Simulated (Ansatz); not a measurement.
Space group Fm-3m (No. 225). a = 3.871 Å, b = 3.871 Å, c = 3.871 Å, α = 90.00°, β = 90.00°, γ = 90.00°
| atom | site | symmetry | x | y | z |
| --- | --- | --- | --- | --- | --- |
| Ir | 4a | m-3m | 0.0000 | 0.0000 | 0.0000 |

Equation of state of this Ir structure (not necessarily the ground state), with shape and atoms relaxed at each volume where symmetry leaves them free. It has no gap at any of these volumes. All numbers below come from DFT PBE, scalar-relativistic, plane waves, PAW (Ansatz 0.2.0).

Plane waves to 420 eV, a k mesh through Γ of 18×18×18 on the computed 1-atom cell and Gaussian smearing (0.10 eV); no spin polarisation.

| V (Å³/atom) | E − E(largest V) (meV/atom) | P (GPa) |
| --- | --- | --- |
| 12.758 | 162.30 | 61.36 |
| 13.193 | 23.46 | 41.63 |
| 13.628 | -66.39 | 25.17 |
| 14.063 | -115.36 | 11.43 |
| 14.498 | -130.22 | -0.02 |
| 14.933 | -116.67 | -9.56 |
| 15.367 | -79.48 | -17.48 |
| 15.947 | 0.00 | -25.96 |

Task: Fit a third-order Birch–Murnaghan equation to E(V).

Result: V0 = 14.49 Å³/atom, B0 = 348 GPa, B0' = 5.1.

Spin-orbit coupling is left out, which matters for the bands of heavy elements.